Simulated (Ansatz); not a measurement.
**MgB2H8: Mg-25 NMR of the central transition**

Cell: a computed structure from the Materials Project (it need not be an observed phase).

```cif
data_MgB2H8
_symmetry_space_group_name_H-M 'Pmc2_1'
_symmetry_Int_Tables_number 26
_cell_length_a 4.3119
_cell_length_b 6.0968
_cell_length_c 8.3907
_cell_angle_alpha 90.000
_cell_angle_beta 90.000
_cell_angle_gamma 90.000
loop_
_atom_site_label
_atom_site_type_symbol
_atom_site_symmetry_multiplicity
_atom_site_Wyckoff_symbol
_atom_site_fract_x
_atom_site_fract_y
_atom_site_fract_z
Mg Mg 2 a 0.0000 0.6984 0.5006
B3 B 2 a 0.0000 0.5180 0.2449
B5 B 2 b 0.5000 0.1024 0.9788
H7 H 4 c 0.2798 0.9418 0.5668
H8 H 2 b 0.5000 0.0082 0.3599
H10 H 2 a 0.0000 0.4168 0.3722
H11 H 2 a 0.0000 0.7186 0.2557
H13 H 4 c 0.7599 0.5317 0.6762
H16 H 2 b 0.5000 0.7004 0.4427
```

One atom of each set is listed.

Level of theory: DFT, PBE, plane waves and PAW, scalar-relativistic, 420 eV cutoff, Γ-centred 7×5×4 k-points, Fermi–Dirac smearing 0.02 eV (Ansatz 0.2.0).

Mg-25 has I = 5/2 and Q = 199.4 mb (Pyykkö 2018); at 7.05 T its Larmor frequency is ν₀ = 18.4 MHz. Only the quadrupole interaction is simulated: positions count from each site's isotropic chemical shift, and shift anisotropy, dipolar and J coupling are left out, though they dominate static lines narrower than about 10 kHz.

Problem. What does the Mg-25 spectrum (static powder) show for each site?

Solution. 

| site | first shell | C_Q (MHz) | η | P_Q (MHz) | δ_QIS (ppm) | breadth (kHz) |
| --- | --- | --- | --- | --- | --- | --- |
| Mg | 8 H at 1.99–2.21 Å | -1.64 | 0.71 | 1.77 | -55.7 | 7.51 |

δ_QIS = −(ν_Q²/30ν₀²)[I(I+1) − 3/4](1 + η²/3) × 10⁶ ppm with ν_Q = 3|C_Q|/[2I(2I−1)]; it falls as 1/B₀² in ppm, and the breadth as 1/B₀ in kHz.
